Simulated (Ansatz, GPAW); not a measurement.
# A Ga chain with two Ti atoms in line: relaxation, then transmission at several levels, part 3 of 4

Wanted: T(E) of a Ga chain with two Ti atoms in line at a relaxed geometry in two programs, beside the unrelaxed structure.

GPAW 26.7.0 and Ansatz 0.2.0; Ansatz plane waves; relaxation of the junction with the lead ends held (the session's first sound run).

So far, transmission at the Fermi level (one spin): step 3 (plane-wave reference (PBE)) 0.269.

**4. GPAW, dzp**

The script solves lead and junction separately, takes H and S in the orbital basis, and joins semi-infinite leads through their self-energies; the dzp basis is the working standard.

This step: GPAW LCAO, PAW setups; Landauer transmission from Green's functions with principal layers (ASE), zero bias (GPAW 26.7.0).

run.py reads:

```python
import json
import numpy as np
from ase import Atoms
from ase.transport.calculators import TransportCalculator
from gpaw import GPAW, FermiDirac
from gpaw.lcao.tools import get_lcao_hamiltonian
from scipy.linalg import eigh

# The junction with lead layers at both ends, along the third cell vector
device = Atoms(
    ['Ga', 'Ga', 'Ga', 'Ga', 'Ga', 'Ga', 'Ti', 'Ti', 'Ga', 'Ga', 'Ga', 'Ga', 'Ga', 'Ga'],
    positions=[
        [4.50000, 4.50000, 1.27500],
        [4.50000, 4.50000, 3.82500],
        [4.50000, 4.50000, 6.37500],
        [4.50000, 4.50000, 8.92500],
        [5.41853, 4.23065, 11.29878],
        [4.60941, 4.37365, 13.77182],
        [4.61775, 4.29506, 16.63524],
        [4.52315, 4.26636, 18.51538],
        [4.48530, 4.33675, 21.37900],
        [3.89075, 3.76597, 23.85085],
        [4.50000, 4.50000, 26.22640],
        [4.50000, 4.50000, 28.77640],
        [4.50000, 4.50000, 31.32640],
        [4.50000, 4.50000, 33.87640]],
    cell=[[9.0, 0.0, 0.0], [0.0, 9.0, 0.0], [0.0, 0.0, 35.1514]],
    pbc=True)

# One principal layer of the lead: the first 3 atoms of the device
lead = Atoms(
    ['Ga', 'Ga', 'Ga'],
    positions=[
        [4.50000, 4.50000, 1.27500],
        [4.50000, 4.50000, 3.82500],
        [4.50000, 4.50000, 6.37500]],
    cell=[[9.0, 0.0, 0.0], [0.0, 9.0, 0.0], [0.0, 0.0, 7.65]],
    pbc=True)

settings = dict(mode='lcao', basis='dzp', xc='PBE', h=0.2,
                occupations=FermiDirac(0.1), maxiter=250,
                mixer=dict(beta=0.1, nmaxold=8, weight=100.0),
                convergence=dict(density=0.0001))
energies = np.arange(-2, 2 + 1e-9, 0.025)
eta = 0.0001
n1, n2 = 1, 1
# k and -k transmit alike, so half of the mesh across the current serves
mesh = [(i, j) for i in range(n1) for j in range(n2) if (i, j) <= (-i % n1, -j % n2)]
weights = np.array([1 if (i, j) == (-i % n1, -j % n2) else 2 for i, j in mesh]) / (n1 * n2)

# [... helper functions left out ...]
fermi_lead = ground_state(lead, (1, 1, 15), 'lead.txt')
fermi_device = ground_state(device, (1, 1, 2), 'device.txt')
# [... loop over the mesh left out, but for ...]
        # Shift the lead onto the potential of the device's first layer
        shift = ((H[:, 0, 0] - H0[:, 0, 0]) / S0[0, 0]).real.mean()
# [...]
kT = 8.617333e-5 * 300
bias = [0.1, 0.2, 0.5, 1.0, 1.5, 2.0]
# [... integrals and printing left out ...]
```

The run is started by

```console
$ OMP_NUM_THREADS=1 OPENBLAS_NUM_THREADS=1 python run.py
```

Numbers of over 12 decimals in the logs are rounded to 6 here.

Output:

```text
basis functions: device 214, principal layer 39
Fermi level: lead -2.8498 eV, device -2.6640 eV; lead shifted by 0.0055 eV
largest coupling past the next layer 6.03e-05 eV, largest misfit of the first layer 0.073 eV
  E-E_F (eV)   T (one spin)  [channel counts left out]
    -2.000    2.7101e-02
    -1.975    2.7997e-02
    -1.950    2.8946e-02
    -1.925    2.9950e-02
    -1.900    3.1012e-02
    -1.875    3.2134e-02
    -1.850    3.3317e-02
    -1.825    3.4562e-02
    -1.800    3.5866e-02
    -1.775    3.7222e-02
    -1.750    3.8621e-02
    -1.725    4.0042e-02
    -1.700    4.1451e-02
    -1.675    4.2788e-02
    -1.650    4.3953e-02
    -1.625    4.4774e-02
[...]
1.825    1.2661e+00
     1.850    1.2772e+00
     1.875    1.2712e+00
     1.900    1.3184e+00
     1.925    1.3305e+00
     1.950    1.3473e+00
     1.975    1.3661e+00
     2.000    1.3868e+00
conductance at 300 K: 0.28266 G0 a cell; thermopower -1.161 uV/K
current from the zero-bias T(E) at 0.1 V: 2.1823 uA
current from the zero-bias T(E) at 0.2 V: 4.3166 uA
current from the zero-bias T(E) at 0.5 V: 9.8329 uA
current from the zero-bias T(E) at 1.0 V: 28.181 uA
current from the zero-bias T(E) at 1.5 V: 45.432 uA
current from the zero-bias T(E) at 2.0 V: 53.769 uA
```

It took 72 s on 1 thread of Arm Neoverse V2, shared host; peak memory 1.2 GiB.

Numbers from this step:

- conductance: 0.2827 G₀
- largest coupling past the next principal layer: 6.03e-5 eV
- largest misfit of the first principal layer: 0.07274 eV
- shift that aligns the lead: 0.005545 eV
- basis functions of the junction: 214
- basis functions of a principal layer: 39
- transmission at the Fermi level (one spin): 0.2854

One spin. Table of transmission, zone mean by energy, zero at the Fermi level:

```
energy (eV)  transmission, zone mean
     -2.000                   0.0271
     -1.900                   0.0310
     -1.800                   0.0359
     -1.700                   0.0415
     -1.600                   0.0449
     -1.500                  0.00982
     -1.425                    0.491
     -1.400                    0.308
     -1.300                    0.341
     -1.200                    0.769
     -1.150                    0.990
     -1.100                    0.165
     -1.000                   3.8e-5
     -0.900                   0.0468
     -0.800                    0.173
     -0.700                    0.443
     -0.600                    0.861
     -0.525                    0.998
     -0.500                    0.991
     -0.400                    0.971
     -0.300                    0.422
     -0.200                    0.196
     -0.100                    0.270
      0.000                    0.285
      0.100                    0.278
      0.200                    0.250
      0.300                    0.211
      0.400                    0.182
      0.500                    0.167
      0.600                    0.173
      0.700                    0.202
      0.800                    0.256
      0.900                    0.338
      1.000                    0.449
      1.100                    0.588
      1.200                    0.744
      1.300                    0.897
      1.400                     1.02
      1.500                     1.11
      1.600                     1.17
      1.700                     1.21
      1.800                     1.25
      1.900                     1.32
      2.000                     1.39
```

Not self-consistent under bias; the bias window is split evenly. Table of current through one cell, from the zero-bias transmission by bias:

| bias (V) | current through one cell, from the zero-bias transmission (μA) |
| --- | --- |
| 0.100 | 2.18 |
| 0.200 | 4.32 |
| 0.500 | 9.83 |
| 1.000 | 28.2 |
| 1.500 | 45.4 |
| 2.000 | 53.8 |

Transmission of the three most open eigenchannels against energy, zero at the Fermi level:

```
energy (eV)  channel 1  channel 2  channel 3
     -2.000     0.0271          0          0
     -1.900     0.0310          0          0
     -1.800     0.0359          0          0
     -1.700     0.0415          0          0
     -1.600     0.0449          0          0
     -1.500    0.00982          0          0
     -1.400      0.308          0          0
     -1.300      0.341          0          0
     -1.200      0.769          0          0
     -1.100      0.165          0          0
     -1.000     3.8e-5          0          0
     -0.900     0.0468          0          0
     -0.800      0.173          0          0
     -0.700      0.443          0          0
     -0.600      0.861          0          0
     -0.500      0.991          0          0
     -0.400      0.971          0          0
     -0.300      0.422    2.7e-11    2.1e-11
     -0.200      0.185    0.00854    0.00194
     -0.100      0.251     0.0154    0.00349
      0.000      0.254     0.0255    0.00572
      0.100      0.235     0.0339    0.00906
      0.200      0.218     0.0274    0.00456
      0.300      0.177     0.0224     0.0114
      0.400      0.156     0.0147     0.0119
      0.500      0.150    0.00903    0.00815
      0.600      0.165    0.00448    0.00351
      0.700      0.200    0.00104     8.4e-4
      0.800      0.256     1.1e-5     9.8e-7
      0.900      0.335    0.00136     9.4e-4
      1.000      0.440    0.00487    0.00382
      1.100      0.568     0.0106    0.00905
      1.200      0.708     0.0188     0.0171
      1.300      0.839     0.0299     0.0287
      1.400      0.936     0.0445     0.0443
      1.500      0.987     0.0644     0.0626
      1.600      0.999     0.0895     0.0843
      1.700      0.985      0.120      0.109
      1.800      0.963      0.155      0.137
      1.900      0.945      0.202      0.171
      2.000      0.939      0.246      0.202
```

At the Fermi level T is 0.285 against 0.269 in plane waves. Couplings past the next layer reach 6.0e-5 eV, small enough to drop; the matrix elements of the cell's first layer differ from the bulk lead's by up to 0.073 eV. That layer keeps its own values in the calculation, and only beyond it is the lead taken as perfect. The Fermi levels of lead and junction count from different zeros of potential, one for each periodic cell; with both set to zero, the small remaining shift is what aligns them. By hand: G = 0.2827 × 77.48 μS = 21.9 μS, a resistance of 45.7 kΩ; at 0.1 V a linear junction would pass 2.19 μA, and the integral over the bias window gives 2.18 μA.

**5. Single-zeta polarised basis**

One radial function a shell plus polarisation makes the matrices smaller; the question is what that costs.

run.py, as its differences from that of step 4:

```diff
@@ -39,3 +39,3 @@
 
-settings = dict(mode='lcao', basis='dzp', xc='PBE', h=0.2,
+settings = dict(mode='lcao', basis='szp(dzp)', xc='PBE', h=0.2,
                 occupations=FermiDirac(0.1), maxiter=250,
```

Output:

```text
basis functions: device 140, principal layer 27
Fermi level: lead -3.1746 eV, device -2.8927 eV; lead shifted by 0.0071 eV
largest coupling past the next layer 5.81e-05 eV, largest misfit of the first layer 0.073 eV
  E-E_F (eV)   T (one spin)  channels
    -2.000    2.1764e-02    1.0000
    -1.975    2.1856e-02    1.0000
    -1.950    2.1871e-02    1.0000
[...]
1.975    1.4879e+00    3.0000
     2.000    1.5131e+00    3.0000
conductance at 300 K: 0.27069 G0 a cell; thermopower -1.01 uV/K
current from the zero-bias T(E) at 0.1 V: 2.0876 uA
current from the zero-bias T(E) at 0.2 V: 4.1151 uA
current from the zero-bias T(E) at 0.5 V: 9.3999 uA
current from the zero-bias T(E) at 1.0 V: 28.333 uA
current from the zero-bias T(E) at 1.5 V: 45.52 uA
current from the zero-bias T(E) at 2.0 V: 54.714 uA
```

It took 62 s on 1 thread; peak memory 1.1 GiB.

This step gave:

```
conductance                                    : 0.2707 G₀
largest coupling past the next principal layer : 5.81e-5 eV
largest misfit of the first principal layer    : 0.07279 eV
shift that aligns the lead                     : 0.007058 eV
basis functions of the junction                : 140
basis functions of a principal layer           : 27
transmission at the Fermi level (one spin)     : 0.2740
```

The conductance, 0.271 G₀, lies 4.2 % below that of the dzp run.

**6. GPAW, sz: basis = "sz(dzp)"**

The minimal basis is the cheapest rung: no second zeta and no polarisation.

run.py, as its differences from that of step 5:

```diff
@@ -39,3 +39,3 @@
 
-settings = dict(mode='lcao', basis='szp(dzp)', xc='PBE', h=0.2,
+settings = dict(mode='lcao', basis='sz(dzp)', xc='PBE', h=0.2,
                 occupations=FermiDirac(0.1), maxiter=250,
```

Output:

```text
basis functions: device 74, principal layer 12
Fermi level: lead -3.2329 eV, device -2.9426 eV; lead shifted by 0.0068 eV
largest coupling past the next layer 5.75e-05 eV, largest misfit of the first layer 0.055 eV
  E-E_F (eV)   T (one spin)  [channel counts left out]
    -2.000    2.5713e-02
    -1.975    2.5742e-02
    -1.950    2.5629e-02
[...]
1.975    1.6479e+00
     2.000    1.6769e+00
conductance at 300 K: 0.25798 G0 a cell; thermopower -0.8345 uV/K
current from the zero-bias T(E) at 0.1 V: 1.989 uA
current from the zero-bias T(E) at 0.2 V: 3.9178 uA
current from the zero-bias T(E) at 0.5 V: 8.9227 uA
current from the zero-bias T(E) at 1.0 V: 27.091 uA
current from the zero-bias T(E) at 1.5 V: 43.479 uA
current from the zero-bias T(E) at 2.0 V: 52.552 uA
```

Run time: 43 s. Hardware: 1 thread; peak memory 1.1 GiB.

This step gave:

| Item | Value |
| --- | --- |
| conductance | 0.2580 G₀ |
| largest coupling past the next principal layer | 5.75e-5 eV |
| largest misfit of the first principal layer | 0.05490 eV |
| shift that aligns the lead | 0.006796 eV |
| basis functions of the junction | 74 |
| basis functions of a principal layer | 12 |
| transmission at the Fermi level (one spin) | 0.2614 |

One spin. Table of transmission, zone mean by energy, zero at the Fermi level:

energy (eV), transmission, zone mean and a bar:
```
   -2.000       0.03 
   -1.900       0.02 
   -1.800       0.02 
   -1.700       0.00 
   -1.600       0.00 
   -1.500       0.00 
   -1.475       0.99 ##################
   -1.400       0.86 ###############
   -1.325       0.99 ##################
   -1.300       0.98 ##################
   -1.200       0.49 #########
   -1.100       0.00 
   -1.000       0.02 
   -0.900       0.08 #
   -0.800       0.20 ####
   -0.700       0.43 ########
   -0.600       0.78 ##############
   -0.500       0.99 ##################
   -0.450       1.00 ##################
   -0.400       1.00 ##################
   -0.300       0.51 #########
   -0.200       0.15 ###
   -0.100       0.24 ####
    0.000       0.26 #####
    0.100       0.25 ####
    0.200       0.24 ####
    0.300       0.18 ###
    0.400       0.15 ###
    0.500       0.14 ###
    0.600       0.16 ###
    0.700       0.20 ####
    0.800       0.26 #####
    0.900       0.35 ######
    1.000       0.47 ########
    1.100       0.61 ###########
    1.200       0.78 ##############
    1.300       0.95 #################
    1.400       1.10 ####################
    1.500       1.22 ######################
    1.600       1.31 #######################
    1.700       1.39 #########################
    1.800       1.47 ##########################
    1.900       1.58 ############################
    2.000       1.68 ##############################
```

The conductance, 0.258 G₀, lies 8.7 % below that of the dzp run.

**7. RPBE in the dzp basis: xc = "RPBE"**

Back in the dzp basis, the functional changes from PBE to RPBE, to set the spread between functionals beside that between bases.

run.py, as its differences from that of step 6:

```diff
@@ -39,3 +39,3 @@
 
-settings = dict(mode='lcao', basis='sz(dzp)', xc='PBE', h=0.2,
+settings = dict(mode='lcao', basis='dzp', xc='RPBE', h=0.2,
                 occupations=FermiDirac(0.1), maxiter=250,
```

Output:

```text
basis functions: device 214, principal layer 39
Fermi level: lead -2.7535 eV, device -2.5648 eV; lead shifted by 0.0066 eV
largest coupling past the next layer 6.04e-05 eV, largest misfit of the first layer 0.077 eV
  E-E_F (eV)   T (one spin)  [channel counts left out]
    -2.000    2.9087e-02
    -1.975    3.0165e-02
    -1.950    3.1323e-02
[...]
1.975    1.3400e+00
     2.000    1.3595e+00
conductance at 300 K: 0.26989 G0 a cell; thermopower -0.9582 uV/K
current from the zero-bias T(E) at 0.1 V: 2.084 uA
current from the zero-bias T(E) at 0.2 V: 4.1242 uA
current from the zero-bias T(E) at 0.5 V: 9.4529 uA
current from the zero-bias T(E) at 1.0 V: 27.31 uA
current from the zero-bias T(E) at 1.5 V: 44.649 uA
current from the zero-bias T(E) at 2.0 V: 53.015 uA
```

Wall time 75 s (1 thread); peak memory 1.2 GiB.

This step gave:

```
conductance                                    : 0.2699 G₀
largest coupling past the next principal layer : 6.04e-5 eV
largest misfit of the first principal layer    : 0.07667 eV
shift that aligns the lead                     : 0.006639 eV
basis functions of the junction                : 214
basis functions of a principal layer           : 39
transmission at the Fermi level (one spin)     : 0.2723
```

One spin. Transmission, zone mean against energy, zero at the Fermi level:

```csv
energy (eV),"transmission, zone mean"
-2.000,0.0291
-1.900,0.0339
-1.800,0.0405
-1.700,0.0498
-1.600,0.0640
-1.500,0.0900
-1.450,0.203
-1.400,0.109
-1.300,0.197
-1.200,0.421
-1.150,0.934
-1.100,0.548
-1.000,0.00353
-0.900,0.0403
-0.800,0.170
-0.700,0.453
-0.600,0.880
-0.525,0.997
-0.500,0.985
-0.400,0.972
-0.300,0.361
-0.200,0.189
-0.100,0.259
0.000,0.272
0.100,0.265
0.200,0.274
0.300,0.201
0.400,0.174
0.500,0.160
0.600,0.167
0.700,0.198
0.800,0.254
0.900,0.340
1.000,0.456
1.100,0.602
1.200,0.765
1.300,0.922
1.400,1.05
1.500,1.13
1.600,1.18
1.700,1.21
1.800,1.24
1.900,1.30
2.000,1.36
```

The conductance, 0.270 G₀, lies 4.5 % below that of the dzp run.

**8. Without the relaxation: geometry = "as built"**

The dzp basis with PBE on the structure as first built shows what the relaxation was worth.

run.py, as its differences from that of step 7:

```diff
@@ -16,8 +16,8 @@
         [4.50000, 4.50000, 8.92500],
-        [5.41853, 4.23065, 11.29878],
-        [4.60941, 4.37365, 13.77182],
-        [4.61775, 4.29506, 16.63524],
-        [4.52315, 4.26636, 18.51538],
-        [4.48530, 4.33675, 21.37900],
-        [3.89075, 3.76597, 23.85085],
+        [4.50000, 4.50000, 11.47500],
+        [4.50000, 4.50000, 14.02500],
+        [4.50000, 4.50000, 16.42570],
+        [4.50000, 4.50000, 18.72570],
+        [4.50000, 4.50000, 21.12640],
+        [4.50000, 4.50000, 23.67640],
         [4.50000, 4.50000, 26.22640],
@@ -39,3 +39,3 @@
 
-settings = dict(mode='lcao', basis='dzp', xc='RPBE', h=0.2,
+settings = dict(mode='lcao', basis='dzp', xc='PBE', h=0.2,
                 occupations=FermiDirac(0.1), maxiter=250,
```

Output:

```text
basis functions: device 214, principal layer 39
Fermi level: lead -2.8498 eV, device -2.7565 eV; lead shifted by 0.0023 eV
largest coupling past the next layer 6.03e-05 eV, largest misfit of the first layer 0.010 eV
  E-E_F (eV)   T (one spin)  [channel counts left out]
    -2.000    1.7897e-01
    -1.975    1.8187e-01
    -1.950    1.8475e-01
[...]
1.975    6.3642e-01
     2.000    6.3059e-01
conductance at 300 K: 2.5413 G0 a cell; thermopower -4.737 uV/K
current from the zero-bias T(E) at 0.1 V: 19.651 uA
current from the zero-bias T(E) at 0.2 V: 39.047 uA
current from the zero-bias T(E) at 0.5 V: 89.697 uA
current from the zero-bias T(E) at 1.0 V: 148.15 uA
current from the zero-bias T(E) at 1.5 V: 206.31 uA
current from the zero-bias T(E) at 2.0 V: 251.04 uA
```

It took 74 s on 1 thread; peak memory 1.2 GiB.

Numbers from this step:

- conductance: 2.541 G₀
- thermopower: -4.737 μV/K
- largest coupling past the next principal layer: 6.03e-5 eV
- largest misfit of the first principal layer: 0.01049 eV
- shift that aligns the lead: 0.002342 eV
- transmission at the Fermi level (one spin): 2.554

One spin. Table of transmission, zone mean by energy, zero at the Fermi level:

```
energy (eV)  transmission, zone mean
     -2.000                    0.179
     -1.800                    0.200
     -1.600                    0.189
     -1.425                    0.953
     -1.400                    0.684
     -1.200                    0.508
     -1.000                    0.592
     -0.800                    0.738
     -0.600                    0.946
     -0.525                    0.999
     -0.400                    0.459
     -0.200                     1.75
      0.000                     2.55
      0.200                     2.69
      0.400                     2.54
      0.600                     2.16
      0.800                     1.75
      1.000                     1.43
      1.200                     1.21
      1.400                     1.10
      1.600                    0.518
      1.800                    0.674
      2.000                    0.631
```

The conductance, 2.54 G₀, lies a factor of 9.0 above that of the dzp run.

**9. Cost and result by level**

Times are wall times on the hardware named with each run. The series side by side:

```csv
no.,run,conductance (G₀),time,memory (GiB)
1,pw PBE,0.2668,2.1 min,3.6
2,dzp,0.2827,72 s,1.2
3,szp,0.2707,62 s,1.1
4,sz,0.2580,43 s,1.1
5,dzp RPBE,0.2699,75 s,1.2
6,asbuilt,2.541,74 s,1.2
```

(Part 3 of 4 ends here.)

[Logs are printed without paths, hosts, clocks, repeated set-up lines and the standing remarks that a program may print on its own settings, such as how far it seeks lower states.]

[Hosts, paths, dates, database ids (printed as entryN), source tags and the programs' standing remarks are cut or masked in the printed files.]
